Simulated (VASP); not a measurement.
The system is InAs.

```
CELL_PARAMETERS angstrom
0.00000 3.01800 3.01800
3.01800 0.00000 3.01800
3.01800 3.01800 0.00000
ATOMIC_POSITIONS crystal
In 0.00000 0.00000 0.00000
As 0.75000 0.75000 0.75000
```

- Program: VASP 6.6.1
- Task: relaxation of cell and atoms
- Functional: PBE
- Dispersion: TS
- Potentials or basis: VASP PAW PBE potentials, release 64 (In_d, As)
- Cutoff: 600 eV
- k mesh: 8 × 8 × 8
- Occupations: fermi-dirac, width 0.05 eV
- Spin: no spin polarisation

At the start: pressure 2.7 GPa; volume 27.49 Å³/atom.

Task: Where does the relaxation end?

Result: Over 4 steps the energy falls by 8.9 meV/atom and the volume is 28.59 Å³/atom (+4.0 %); space group F-43m (No. 216, to 0.05 Å).

The path:
```
step  energy change (eV)  largest force (eV/Å)  pressure (GPa)  volume (Å³)
   1              0.0000                0.0000            2.66        54.98
   2             -0.0111                0.0000           -1.47        58.69
   3             -0.0179                0.0000           -0.05        57.22
   4             -0.0179                0.0000            0.03        57.18
```

Final structure:
```cif
data_structure
_symmetry_space_group_name_H-M 'P 1'
_symmetry_Int_Tables_number 1
_cell_length_a 4.3243
_cell_length_b 4.3243
_cell_length_c 4.3243
_cell_angle_alpha 60.000
_cell_angle_beta 60.000
_cell_angle_gamma 60.000
_cell_volume 57.18
loop_
_atom_site_label
_atom_site_type_symbol
_atom_site_fract_x
_atom_site_fract_y
_atom_site_fract_z
_atom_site_occupancy
In1 In 0.00000 0.00000 0.00000 1
As1 As 0.75000 0.75000 0.75000 1
```

Caveat: atom-pairwise D2, TS and ULG terms overbind metals; pairwise dispersion overbinds metals, which lowers pressure and volume.
